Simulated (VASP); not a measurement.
# CaSe (Fm-3m) in VASP: notebook

Runs on CaSe. Level: r2SCAN. Tasks: single point.

All numbers are computed with VASP 6.6.1; they aren't measurements. Logs are shortened: lines on timing, memory, paths and dates and some standing lists are left out, and cuts for length are marked.

### Step 1. The crystal as given

It takes space group Fm-3m (No. 225, cubic). The conventional cell has a = 5.912 Å, b = 5.912 Å, c = 5.912 Å, α = 90.00°, β = 90.00°, γ = 90.00°. Se (site symmetry m-3m) is surrounded by 6 Ca at 2.96 Å. Around Ca (site symmetry m-3m) lie 6 Se at 2.96 Å.

### Step 2. Single point, r2SCAN

Contents of INCAR:

```
ADDGRID = F ; ALGO = Normal
EDIFF = 1E-6 ; ENCUT = 550
ISIF = 2 ; ISMEAR = 0
LASPH = T ; LCHARG = F
LMIXTAU = T ; LREAL = F
LWAVE = F ; METAGGA = R2SCAN
NBANDS = 15 ; NELM = 100
PREC = Accurate ; SIGMA = 0.05
```

Contents of KPOINTS:

```
k-points
0
Gamma
  5 5 5
```

Contents of POSCAR:

```
CaSe
1.0
    0.0000000000      2.9560000000      2.9560000000
    2.9560000000      0.0000000000      2.9560000000
    2.9560000000      2.9560000000      0.0000000000
Se Ca
1 1
Direct
    0.5000000000      0.5000000000      0.5000000000
    0.0000000000      0.0000000000      0.0000000000
```

Potentials or basis: VASP PAW PBE potentials, release 64 (Se, Ca_sv).

On the command line:

```console
> cat potpaw_PBE.64/Se/POTCAR potpaw_PBE.64/Ca_sv/POTCAR > POTCAR
> mpirun -np 1 vasp_std > vasp.out
```

OUTCAR:

```text
EDIFF = 1E-6
   ENCUT = 550
   ISIF = 2
   ISMEAR = 0
   LASPH = T
   LREAL = F
   METAGGA = R2SCAN
   NELM = 100
   PREC = Accurate

 Found     10 irreducible k-points:

 Following reciprocal coordinates:
            Coordinates               Weight
  0.000000  0.000000  0.000000      1.000000
  0.200000  0.000000  0.000000      8.000000
  0.400000  0.000000  0.000000      8.000000
  0.200000  0.200000  0.000000      6.000000
  0.400000  0.200000  0.000000     24.000000
 -0.400000  0.200000  0.000000     24.000000
   k-points           NKPTS =     10   k-points in BZ     NKDIM =     10   number of bands    NBANDS=     15
   number of dos      NEDOS =    301   number of ions     NIONS =      2
   total plane-waves  NPLWV =  32768
   dimension x,y,z NGX =    32 NGY =   32 NGZ =   32
   dimension x,y,z NGXF=    64 NGYF=   64 NGZF=   64
   ions per type =               1   1
   NGX,Y,Z   is equivalent  to a cutoff of  12.73, 12.73, 12.73 a.u.
   NGXF,Y,Z  is equivalent  to a cutoff of  25.45, 25.45, 25.45 a.u.
 SYSTEM =  unknown system
   PREC   = accura    normal or accurate (medium, high low for compatibility)
   ISTART =      0    job   : 0-new  1-cont  2-samecut
   ICHARG =      2    charge: 1-file 2-atom 10-const
   ISPIN  =      1    spin polarized calculation?
   LNONCOLLINEAR =      F non collinear calculations
   LSORBIT =      F    spin-orbit coupling
   LASPH  =      T    aspherical Exc in radial PAW
   ENCUT  =  550.0 eV  40.42 Ry    6.36 a.u.   7.99  7.99  7.99*2*pi/ulx,y,z
   NELM   =    100;   NELMIN=  2; NELMDL= -5     # of ELM steps
   EDIFF  = 0.1E-05   stopping-criterion for ELM
   LREAL  =      F    real-space projection
   EDIFFG = 0.1E-04   stopping-criterion for IOM
   NSW    =      0    number of steps for IOM
   IBRION =     -1    ionic relax: 0-MD 1-quasi-New 2-CG
   NFREE  =      0    steps in history (QN), initial steepest desc. (CG)
   ISIF   =      2    stress and relaxation
   ISYM   =      2    0-nonsym 1-usesym 2-fastsym
   POTIM  = 0.5000    time-step for ionic-motion
   TEBEG  =    0.0;   TEEND  =   0.0 temperature during run
   PSTRESS=    0.0 pullay stress
   NELECT =      16.0000    total number of electrons
   NUPDOWN=      -1.0000    fix difference up-down
   EMIN   =  10.00;   EMAX   =-10.00  energy-range for DOS
   EFERMI =   0.00;   METHOD = LEGACY
   ISMEAR =     0;   SIGMA  =   0.05  broadening in eV -4-tet -1-fermi 0-gaus
   EFERMI_NEDOS =   21; number of points for ismear=-14 and -15
   IALGO  =     38    algorithm
   IMIX   =      4    mixing-type and parameters
     AMIX     =   0.40;   BMIX     =  1.00
     AMIX_MAG =   1.60;   BMIX_MAG =  1.00
  volume/ion in A,a.u.               =      25.83       174.30
  Fermi-wavevector in a.u.,A,eV,Ry     =   1.107645  2.093145 16.692666  1.226876
  Thomas-Fermi vector in A             =   2.244161
   LORBIT       =      0    0 simple, 1 ext, 2 COOP (PROOUT), +10 PAW based schemes
   METAGGA = R2SCAN    functional components
   LHFCALC =     F    Hartree Fock is set to
   AEXX    =    0.0000 exact exchange contribution
   IVDW    =     0    specifies the selected vdW correction
   LEPSILON=     F    determine dielectric tensor
   LRPA    =     F    only Hartree local field effects (RPA)
 non-spin polarized calculation
 Gauss-broadening in eV      SIGMA  =   0.05
  energy-cutoff  :      550.00
  volume of cell :       51.66
 maximum number of plane-waves:      1528
   NGX = 15   NGY = 15   NGZ = 15

 number of electron      15.9999998 magnetization

 Free energy of the ion-electron system (eV)
  ---------------------------------------------------
  ext. energy  EPLUGINS =         0.00000000
  ---------------------------------------------------
  free energy    TOTEN  =       -25.97478033 eV

  energy without entropy =      -25.97478033  energy(sigma->0) =      -25.97478033

 E-fermi :   2.4618     XC(G=0):  -9.5870

 val. band max:        2.1964126002   @ k =   0.0000   0.0000   0.0000
 cond. band min:       4.8084590070   @ k =   0.4000   0.4000   0.0000
 fundamental gap:      2.6120464068
 Fermi energy:         2.4617619609

 k-point     1 :       0.0000    0.0000    0.0000
  band No.  band energies     occupation
      1     -39.0987      2.00000
      2     -19.2103      2.00000
      3     -19.2103      2.00000
      4     -19.2102      2.00000
      5     -10.0037      2.00000
      6       2.1964      2.00000
      7       2.1964      2.00000
      8       2.1964      2.00000
      9       6.3440      0.00000
     10       6.4213      0.00000
     11       6.4213      0.00000
     12       6.4213      0.00000
     13       7.0212      0.00000
     14       7.0212      0.00000
     15      12.6797      0.00000

 k-point     2 :       0.2000    0.0000    0.0000
  band No.  band energies     occupation
      1     -39.0963      2.00000
      2     -19.2516      2.00000
      3     -19.2128      2.00000
      4     -19.2127      2.00000
      5      -9.7710      2.00000
      6       0.7176      2.00000
      7       1.6913      2.00000
      8       1.6913      2.00000
      9       6.4317      0.00000
     10       6.9364      0.00000
     11       6.9364      0.00000
     12       8.0008      0.00000
     13       8.0008      0.00000
     14       8.1286      0.00000
     15      12.5698      0.00000

 k-point     3 :       0.4000    0.0000    0.0000
  band No.  band energies     occupation
      1     -39.0926      2.00000
      2     -19.3167      2.00000
      3     -19.2168      2.00000
      4     -19.2167      2.00000
      5      -9.3547      2.00000
      6      -0.8568      2.00000
      7       1.0900      2.00000
      8       1.0900      2.00000
      9       6.9951      0.00000
     10       8.0289      0.00000
     11       8.0289      0.00000
     12       8.7115      0.00000
     13       9.7984      0.00000
     14       9.7984      0.00000
     15      11.6389      0.00000

 k-point     4 :       0.2000    0.2000    0.0000
  band No.  band energies     occupation
      1     -39.0956      2.00000
      2     -19.2459      2.00000
      3     -19.2217      2.00000
      4     -19.2217      2.00000
      5      -9.7293      2.00000
      6       0.4840      2.00000
      7       1.7308      2.00000
      8       1.7308      2.00000
      9       5.6752      0.00000
     10       7.1387      0.00000
     11       7.2731      0.00000
     12       7.6609      0.00000
     13       7.6609      0.00000
     14       9.8827      0.00000
     15      12.9081      0.00000

 k-point     5 :       0.4000    0.2000    0.0000
  band No.  band energies     occupation
      1     -39.0923      2.00000
      2     -19.2902      2.00000
      3     -19.2301      2.00000
      4     -19.2277      2.00000
      5      -9.4384      2.00000
      6      -0.3706      2.00000
      7       0.9684      2.00000
      8       1.2719      2.00000
      9       5.9607      0.00000
     10       8.0702      0.00000
     11       8.1814      0.00000
     12       8.5907      0.00000
     13       8.6120      0.00000
     14      10.5662      0.00000
     15      10.9495      0.00000

 k-point     6 :      -0.4000    0.2000    0.0000
  band No.  band energies     occupation
      1     -39.0910      2.00000
      2     -19.3072      2.00000
      3     -19.2424      2.00000
      4     -19.2226      2.00000
      5      -9.2922      2.00000
      6      -0.6882      2.00000
      7       0.5830      2.00000
      8       1.0030      2.00000
      9       7.2683      0.00000
     10       7.8471      0.00000
     11       8.1787      0.00000
     12       8.8184      0.00000
     13       9.5561      0.00000
     14       9.8113      0.00000
     15      11.6197      0.00000

 [... further k-points ...]
[... 5 lines left out ...]
  --------------------------------------------------------------------------------------
  -------------------------------------------------------------------------------------
  Total        0.3108029      0.3108029      0.3108029     -0.0000000     -0.0000000      0.0000000
  in kB        9.6394520      9.6394520      9.6394520     -0.0000000     -0.0000000      0.0000000
  external PRESSURE =       9.6394520 kB  Pullay stress =       0.0000000 kB

 VOLUME and BASIS-vectors are now :
 -----------------------------------------------------------------------------
  energy-cutoff  :      550.00
  volume of cell :       51.66
      direct lattice vectors                 reciprocal lattice vectors
     0.000000000  2.956000000  2.956000000    -0.169147497  0.169147497  0.169147497
     2.956000000  0.000000000  2.956000000     0.169147497 -0.169147497  0.169147497
     2.956000000  2.956000000  0.000000000     0.169147497  0.169147497 -0.169147497

 POSITION                                       TOTAL-FORCE (eV/Angst)
 -----------------------------------------------------------------------------------
      2.95600      2.95600      2.95600         0.000000     -0.000000     -0.000000
      0.00000      0.00000      0.00000         0.000000      0.000000      0.000000
 -----------------------------------------------------------------------------------
    total drift:                                0.000000     -0.000000     -0.000000

  FREE ENERGIE OF THE ION-ELECTRON SYSTEM (eV)
  ---------------------------------------------------
  free  energy   TOTEN  =       -25.9747803346 eV

  energy  without entropy=      -25.9747803346  energy(sigma->0) =      -25.97478033
```

Run time: 31 s. Hardware: 1 thread of Intel Xeon Platinum 8488C (Sapphire Rapids), shared host; peak memory 0.19 GiB.

The run converged, but some of its settings lie outside the range that counts as converged, so its numbers aren't taken as properties of the crystal.

Results:

```yaml
Free_energy: -25.9748 eV
Pressure: 1.0 GPa
Band_gap_on_the_k_mesh: 2.61 eV, indirect (least direct gap 3.51 eV)
```

Caveat: the PAW data sets were made with another functional, which shifts forces and pressure a little; an odd mesh through Γ misses points on the zone boundary, where band edges often lie.

### Step 3. Single point, r2SCAN

INCAR is that of step 2.

KPOINTS is that of step 2.

Contents of POSCAR:

```
CaSe
1.0
    0.0000000000      2.9560000000      2.9560000000
    2.9560000000      0.0000000000      2.9560000000
    2.9560000000      2.9560000000      0.0000000000
Se Ca
1 1
Direct
    0.5137070000      0.4880300000      0.5023060000
    0.0084580000     -0.0027510000     -0.0091450000
```

Potentials or basis: VASP PAW PBE potentials, release 64 (Se, Ca_sv).

On the command line:

```console
> cat potpaw_PBE.64/Se/POTCAR potpaw_PBE.64/Ca_sv/POTCAR > POTCAR
> mpirun -np 1 vasp_std > vasp.out
```

Wall time 2 min (1 thread of Intel Xeon Platinum 8488C (Sapphire Rapids), shared host); peak memory 0.22 GiB.

The run converged, but some of its settings lie outside the range that counts as converged, so its numbers aren't taken as properties of the crystal.

Results:

```
Free energy            : -25.9703 eV
Pressure               : 0.9 GPa
Largest force          : 0.175 eV/Å
Band gap on the k mesh : 2.62 eV, indirect (least direct gap 3.51 eV)
```

Caveat: the PAW data sets were made with another functional, which shifts forces and pressure a little; an odd mesh through Γ misses points on the zone boundary, where band edges often lie.
